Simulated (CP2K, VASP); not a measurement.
This is a calculation of Se (Selenium) for CP2K 2026.2. 

File se_scf.inp:

```
&GLOBAL
  PROJECT se_scf
  RUN_TYPE ENERGY_FORCE
  PRINT_LEVEL LOW
&END GLOBAL
&FORCE_EVAL
  METHOD QS
  STRESS_TENSOR ANALYTICAL
  &DFT
    BASIS_SET_FILE_NAME BASIS_MOLOPT_UZH
    POTENTIAL_FILE_NAME POTENTIAL_UZH
    &MGRID
      CUTOFF 450
      REL_CUTOFF 60
      NGRIDS 4
    &END MGRID
    &QS
      METHOD GPW
      EPS_DEFAULT 1.0E-10
    &END QS
    &KPOINTS
      SCHEME MONKHORST-PACK 7 7 6
      GAMMA_CENTERED T
      SYMMETRY T
      SYMMETRY_BACKEND SPGLIB
    &END KPOINTS
    &SCF
      SCF_GUESS ATOMIC
      EPS_SCF 1.0E-6
      MAX_SCF 100
      ADDED_MOS 12
      CHOLESKY OFF
      EPS_EIGVAL 1.0E-7
      &DIAGONALIZATION ON
        ALGORITHM STANDARD
      &END DIAGONALIZATION
      &MIXING ON
        METHOD BROYDEN_MIXING
        ALPHA 0.4
        BETA 1.5
        NBUFFER 8
      &END MIXING
      &SMEAR ON
        METHOD GAUSSIAN
        SIGMA [eV] 0.02
      &END SMEAR
    &END SCF
    &XC
      &XC_FUNCTIONAL PBE
      &END XC_FUNCTIONAL
    &END XC
    &PRINT
      &KPOINTS ON
      &END KPOINTS
      &MULLIKEN ON
      &END MULLIKEN
      &MO ON
        ENERGIES T
        OCCUPATION_NUMBERS T
        &EACH
          QS_SCF 0
        &END EACH
        ADD_LAST NUMERIC
      &END MO
    &END PRINT
  &END DFT
  &SUBSYS
    &CELL
      A 4.3662000000 0.0000000000 0.0000000000
      B -2.1831000000 3.7812401180 0.0000000000
      C 0.0000000000 0.0000000000 4.9536000000
      PERIODIC XYZ
    &END CELL
    &COORD
      Se  1.6910292600 2.9289485954 0.0000000000
      Se  -0.4920707400 0.8522915226 3.3024000002
      Se  0.9841414800 0.0000000000 1.6511999998
    &END COORD
    &KIND Se
      BASIS_SET TZVP-MOLOPT-PBE-GTH-q6
      POTENTIAL GTH-PBE-q6
    &END KIND
    &PRINT
      &ATOMIC_COORDINATES ON
      &END ATOMIC_COORDINATES
      &CELL ON
      &END CELL
    &END PRINT
  &END SUBSYS
  &PRINT
    &FORCES ON
    &END FORCES
    &STRESS_TENSOR ON
    &END STRESS_TENSOR
  &END PRINT
&END FORCE_EVAL
```

Potentials or basis: POTENTIAL_UZH Se GTH-PBE-q6; TZVP-MOLOPT-PBE-GTH basis.

The run is started by

```console
$ OMP_NUM_THREADS=1 cp2k.psmp -i se_scf.inp -o se_scf.out
```

Q: What does the same run look like in VASP 6.6.1? Potentials or basis there: PBE PAW files Se, 520 eV.

A: As run (cutoffs and basis follow the program's own potentials, and thresholds, step limits or extra output files can differ):

File INCAR:

```
SYSTEM = Se
PREC = Accurate ; ENCUT = 520
EDIFF = 1E-6 ; ISMEAR = 0
SIGMA = 0.02 ; LREAL = .False.
LASPH = .True. ; NELM = 60
ALGO = Normal ; ISIF = 2
LWAVE = .False. ; LCHARG = .True.
GGA = PE ; LELF = .True.
LVHAR = .True. ; NBANDS = 16
```

Contents of KPOINTS:

```
regular mesh
0
Gamma
  7 7 6
  0 0 0
```

Contents of POSCAR:

```
Se
1.0
    4.3662000000      0.0000000000      0.0000000000
   -2.1831000000      3.7812401180      0.0000000000
    0.0000000000      0.0000000000      4.9536000000
Se
3
Cartesian
    1.6910292600      2.9289485954      0.0000000000
   -0.4920707400      0.8522915226      3.3024000002
    0.9841414800      0.0000000000      1.6511999998
```

Potentials or basis: VASP PAW PBE potentials, release 64 (Se).

The run is started by

```sh
$ cat potpaw_PBE.64/Se/POTCAR > POTCAR
$ mpirun -np 1 vasp_std > vasp.out
```

Both were run:

|  | CP2K | VASP |
| --- | --- | --- |
| Pressure | 3.6 GPa | 2.9 GPa |

Pressure is positive in compression.
